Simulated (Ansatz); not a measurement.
# Relaxing Te

Computed with DFT PBE, scalar-relativistic, plane waves, PAW in Ansatz. Cutoff 420 eV, Γ-centred k mesh, Gaussian smearing, no spin polarisation in the final step.

Te was placed on the sites of a reported O cell (P6_3/mmc, No. 194), at a guessed volume.

```
Te
1.0
     4.05783    0.00000    0.00000
    -2.02891    3.51418    0.00000
     0.00000    0.00000   10.41790
Te
4
Direct
  0.33333 0.66667 0.16100
  0.66667 0.33333 0.66100
  0.33333 0.66667 0.33900
  0.66667 0.33333 0.83900
```

Cell and atoms relax at zero pressure; the relaxation can't lower the symmetry of the start. After a coarse first stage the cell is made exact in the group found at 0.06 Å.

Energies count from the standard state of Te at the same level.

Problem. What does it relax into?

Solution. It keeps P6_3/mmc (No. 194). Conventional cell: a = 3.644 Å, c = 11.464 Å. Around Te lie 1 Te at 2.67 Å.

```cif
data_structure
_symmetry_space_group_name_H-M 'P6_3/mmc'
_symmetry_Int_Tables_number 194
_cell_length_a 3.6435
_cell_length_b 3.6435
_cell_length_c 11.4642
_cell_angle_alpha 90.000
_cell_angle_beta 90.000
_cell_angle_gamma 120.000
_cell_volume 131.80
loop_
_atom_site_label
_atom_site_type_symbol
_atom_site_symmetry_multiplicity
_atom_site_Wyckoff_symbol
_atom_site_fract_x
_atom_site_fract_y
_atom_site_fract_z
_atom_site_occupancy
Te1 Te 4 f 0.33333 0.66667 0.13353 1
```

Problem. What are its volume, energy, density and gap?

Solution. The volume per atom is 32.95 Å³. The density is 6.43 g/cm³. The energy over the standard structure is 0.21 eV/atom and the gap on the 15×15×4 mesh is 0 eV (a metal).

The final run used a 15×15×4 mesh on its 4-atom cell and 0.10 eV smearing. The k mesh leaves about 4 meV/atom of noise in metals. Spin–orbit coupling is left out. A structure relaxed within its symmetry needn't be a true minimum. The steps took roughly 2 core-minutes in all.